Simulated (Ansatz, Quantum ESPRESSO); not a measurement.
## La: programs and potentials compared

```
La
1.0
     3.75000    0.00000    0.00000
    -1.87500    3.24760    0.00000
     0.00000    0.00000    6.07000
La
2
Direct
  0.66667 0.33333 0.75000
  0.33333 0.66667 0.25000
```

This isn't the form of La at room conditions, which is double hcp.

Alike in all runs: task band structure; functional PBE; k mesh 8 × 8 × 5; occupations fermi-dirac, width 0.05 eV; no spin polarisation; no spin-orbit coupling. Pressure is positive in compression and, in plane waves, holds the error of the finite cutoff.

| program and potentials | plane-wave cutoff (eV) | notes | pressure (GPa) |
| --- | --- | --- | --- |
| Quantum ESPRESSO, GBRV 1.5 PBE | 612 | - | 0.86 |
| Quantum ESPRESSO, JTH 2.0 PBE | 680 | - | 0.80 |
| Ansatz, all-electron LAPW, scalar-relativistic | - | - | 0.70 |

The pressure spans 0.70 (Ansatz, all-electron LAPW, scalar-relativistic) to 0.86 GPa (Quantum ESPRESSO, GBRV 1.5 PBE), with all-electron results at 0.70.

The functional is the same throughout but for its coding, so the spread measures potentials, basis and numerics; runs on potential files found faulty are left out.
